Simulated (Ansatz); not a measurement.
RuO2 (rutile)

```yaml
crystal:
  lattice:
    - [4.47993, 0.00000, 0.00000]
    - [0.00000, 4.47993, 0.00000]
    - [0.00000, 0.00000, 3.10691]
  atoms:
    - { symbol: Ru, position: [0.50000, 0.50000, 0.50000] }
    - { symbol: Ru, position: [0.00000, 0.00000, 0.00000] }
    - { symbol: O, position: [0.80532, 0.80532, 0.50000] }
    - { symbol: O, position: [0.30532, 0.69468, 0.00000] }
    - { symbol: O, position: [0.69468, 0.30532, 0.00000] }
    - { symbol: O, position: [0.19468, 0.19468, 0.50000] }
```

The volume is varied about the relaxed value V₀ at fixed cell shape. The atoms relax within the cell's symmetry.

Computed with r2SCAN (plane waves to 500 eV, PAW, scalar-relativistic; Ansatz, an electronic-structure program). k mesh 11×11×15 (Γ-centred), Fermi-Dirac smearing 0.05 eV. Energies are smeared free energies. With the shape held, the modulus is that of even scaling; a crystal free to change shape is softer. RuO2 is run without spin polarisation and with no Hubbard U. RuO2 was relaxed with its symmetry unable to fall. The zero of ΔE is the relaxed starting cell. The last digit holds for this mesh only.

```json
[
 {"V (Å³/atom)": "9.769", "ΔE (meV/atom)": "37.9"},
 {"V (Å³/atom)": "9.873", "ΔE (meV/atom)": "25.8"},
 {"V (Å³/atom)": "9.977", "ΔE (meV/atom)": "16.2"},
 {"V (Å³/atom)": "10.081", "ΔE (meV/atom)": "8.9"},
 {"V (Å³/atom)": "10.185", "ΔE (meV/atom)": "3.9"},
 {"V (Å³/atom)": "10.289", "ΔE (meV/atom)": "1.0"},
 {"V (Å³/atom)": "10.392", "ΔE (meV/atom)": "0.0"},
 {"V (Å³/atom)": "10.496", "ΔE (meV/atom)": "0.9"},
 {"V (Å³/atom)": "10.600", "ΔE (meV/atom)": "3.6"},
 {"V (Å³/atom)": "10.704", "ΔE (meV/atom)": "8.0"},
 {"V (Å³/atom)": "10.808", "ΔE (meV/atom)": "13.9"},
 {"V (Å³/atom)": "10.912", "ΔE (meV/atom)": "21.4"},
 {"V (Å³/atom)": "11.016", "ΔE (meV/atom)": "30.2"}
]
```

Task: What is the fitted pressure derivative B₀′?

Result: 4.7.

Task: What bulk modulus at fixed cell shape B₀ follows from a third-order Birch-Murnaghan fit?

Result: 289 GPa.

(A scan under strain: stresses follow from slopes of the energy per volume, elastic moduli from its curvatures.)
